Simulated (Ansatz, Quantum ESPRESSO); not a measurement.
**One calculation of LiF, 3 ways**

```
CELL_PARAMETERS angstrom
0.00000 2.01400 2.01400
2.01400 0.00000 2.01400
2.01400 2.01400 0.00000
ATOMIC_POSITIONS crystal
F 0.50000 0.50000 0.50000
Li 0.00000 0.00000 0.00000
```

Alike in all runs: task single point; functional PBE; k mesh 8 × 8 × 8; occupations fermi-dirac, width 0.05 eV; no spin polarisation; no spin-orbit coupling. Pressure is positive in compression and, in plane waves, holds the error of the finite cutoff, which Ansatz's Pulay term estimates and takes out.

```json
{"program and potentials": "Quantum ESPRESSO, SG15 PBE 1.2", "plane-wave cutoff (eV)": "1197", "notes": "5 valence electrons an atom on average", "band gap (eV)": "9.13", "pressure (GPa)": "1.79"}
{"program and potentials": "Quantum ESPRESSO, PseudoDojo 0.4.1 SR PBE standard", "plane-wave cutoff (eV)": "1143", "notes": "5 valence electrons an atom on average", "band gap (eV)": "9.11", "pressure (GPa)": "1.75"}
{"program and potentials": "Ansatz, PAW datasets made for the crystal", "plane-wave cutoff (eV)": "380", "notes": "4 valence electrons an atom on average", "band gap (eV)": "9.07", "pressure (GPa)": "2.01"}
```

The band gap spans 9.07 (Ansatz, PAW datasets made for the crystal) to 9.13 eV (Quantum ESPRESSO, SG15 PBE 1.2). The pressure spans 1.75 (Quantum ESPRESSO, PseudoDojo 0.4.1 SR PBE standard) to 2.01 GPa (Ansatz, PAW datasets made for the crystal).

Differences between rows come from potentials, basis sets and numerical settings, since the functional is the same but for its coding. Runs on potential files found faulty are left out.
